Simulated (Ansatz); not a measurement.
The system is Si.

```xyz
2
Lattice="0.0000 2.7219 2.7219 2.7219 0.0000 2.7219 2.7219 2.7219 0.0000" Properties=species:S:1:pos:R:3 pbc="T T T"
Si    2.7219    2.7219    2.7219
Si    4.0828    4.0828    4.0828
```

Program: Ansatz 0.2.0. Alike in all runs: task band structure; cell as given.

Task: Order these runs on this cell by their pressure, lowest first.
A. level LDA; potentials or basis all-electron LAPW, relativistic spinors; spin non-collinear, antiferromagnetic start, SOC; k mesh 6 × 6 × 6; cutoff (eV) 242; smearing gaussian 0.15 eV; basis error allowed 0.0005 eV/atom
B. level PBEsol; potentials or basis all-electron LAPW, scalar-relativistic; spin off; k mesh 8 × 8 × 8; cutoff (eV) 218; smearing fermi-dirac 0.05 eV; basis error allowed 0.001 eV/atom
C. level RPBE; potentials or basis all-electron LAPW, scalar-relativistic; spin off; k mesh 8 × 8 × 8; cutoff (eV) 217; smearing fermi-dirac 0.05 eV; basis error allowed 0.001 eV/atom

Result: A (-2.1 GPa), B (-0.6 GPa), C (2.9 GPa).

Not every run made on this cell is shown here.
